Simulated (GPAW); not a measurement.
ZrSe2:

```
CELL_PARAMETERS angstrom
3.79800 0.00000 0.00000
-1.89900 3.28916 0.00000
0.00000 0.00000 6.19200
ATOMIC_POSITIONS crystal
Zr 0.00000 0.00000 0.00000
Se 0.66667 0.33333 0.75000
Se 0.33333 0.66667 0.25000
```

Base run:

* Program: GPAW 26.7.0
* Functional: PBE
* Potentials or basis: GPAW PAW data sets (gpaw-data 1.2.1)
* Cutoff: 400 eV
* Basis: pw
* k mesh: 7 × 7 × 4
* Occupations: fermi-dirac, width 0.001 eV
* Spin: no spin polarisation
* Hubbard terms: Zr d U = 8.0 eV

Its results: band gap on the k mesh 1.68 eV, indirect (least direct gap 2.58 eV); electronic dielectric tensor (diagonal) 7.54, 7.54, 4.76.

Problem. The run is repeated on the same cell with these changes: hubbard terms from Zr d U = 8.0 eV to none. What comes out?

Solution. Band gap on the k mesh 0.43 eV, indirect (least direct gap 1.05 eV); electronic dielectric tensor (diagonal) 14.08, 14.08, 6.42.

The U term pushes filled and empty states of the shell apart.

Caveats: the long-wavelength limit can be off by several per cent where d states take part; an odd mesh through Γ misses points on the zone boundary, where band edges often lie; response on these states lacks terms of the Hamiltonian (some runs); the gap is small at this level, which inflates the dielectric constant (some runs).
